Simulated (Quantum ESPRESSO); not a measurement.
A run of Quantum ESPRESSO 7.5:

File pw.in:

```
&CONTROL
  calculation = 'scf'
  prefix = 'pwscf'
  outdir = './tmp'
  pseudo_dir = './pseudo'
  tprnfor = .true.
  tstress = .true.
  disk_io = 'low'
/
&SYSTEM
  ibrav = 0
  nat = 2
  ntyp = 2
  ecutwfc = 45
  ecutrho = 360
  nbnd = 18
  occupations = 'smearing'
  smearing = 'gaussian'
  degauss = 0.00367493
  nspin = 2
  starting_magnetization(1) = 0.1667
  starting_magnetization(2) = 0
/
&ELECTRONS
  conv_thr = 8d-08
  electron_maxstep = 100
  mixing_beta = 0.7
  mixing_ndim = 20
/
ATOMIC_SPECIES
Ti    47.8670 ti_lda_v1.4.uspp.F.UPF
Te   127.6000 te_lda_v1.uspp.F.UPF
CELL_PARAMETERS angstrom
   0.0000000000    3.3105989600    3.3105989600
   3.3105989600    0.0000000000    3.3105989600
   3.3105989600    3.3105989600    0.0000000000
ATOMIC_POSITIONS crystal
Ti     0.0000000000    0.0000000000    0.0000000000
Te     0.2500000000    0.2500000000    0.2500000000
K_POINTS automatic
5 5 5 0 0 0
HUBBARD {ortho-atomic}
U Ti-3d 5.0
```

File pp_density.in:

```
&INPUTPP
  prefix = 'pwscf'
  outdir = './tmp'
  filplot = 'density.dat'
  plot_num = 0
/
&PLOT
  nfile = 1
  filepp(1) = 'density.dat'
  iflag = 3
  output_format = 6
  fileout = 'density.cube'
/
```

pp_potential.in

```
&INPUTPP
  prefix = 'pwscf'
  outdir = './tmp'
  filplot = 'potential.dat'
  plot_num = 11
/
&PLOT
  nfile = 1
  filepp(1) = 'potential.dat'
  iflag = 3
  output_format = 6
  fileout = 'potential.cube'
/
```

pp_spin.in

```
&INPUTPP
  prefix = 'pwscf'
  outdir = './tmp'
  filplot = 'spin.dat'
  plot_num = 6
/
&PLOT
  nfile = 1
  filepp(1) = 'spin.dat'
  iflag = 3
  output_format = 6
  fileout = 'spin.cube'
/
```

Potentials or basis: GBRV 1.5 LDA.

Run with:

```bash
$ OMP_NUM_THREADS=1 mpirun -n 2 pw.x -nk 2 -in pw.in > pw.out
$ OMP_NUM_THREADS=1 mpirun -n 1 pp.x -in pp_density.in > pp_density.out
$ OMP_NUM_THREADS=1 mpirun -n 1 pp.x -in pp_potential.in > pp_potential.out
$ OMP_NUM_THREADS=1 mpirun -n 1 pp.x -in pp_spin.in > pp_spin.out
```

Hardware: 2 MPI ranks on Intel(R) Xeon(R) Processor @ 2.50GHz (Skylake/Cascade Lake), with other jobs on the host.

Problem. Estimate the wall time of this run.

Solution. Wall time 48 s on 2 MPI ranks on Intel(R) Xeon(R) Processor @ 2.50GHz (Skylake/Cascade Lake), with other jobs on the host, peak memory 0.4 GiB a rank. Counts: scf iterations 13, k pools 2, bands 18, k points 10, g dense 56737.
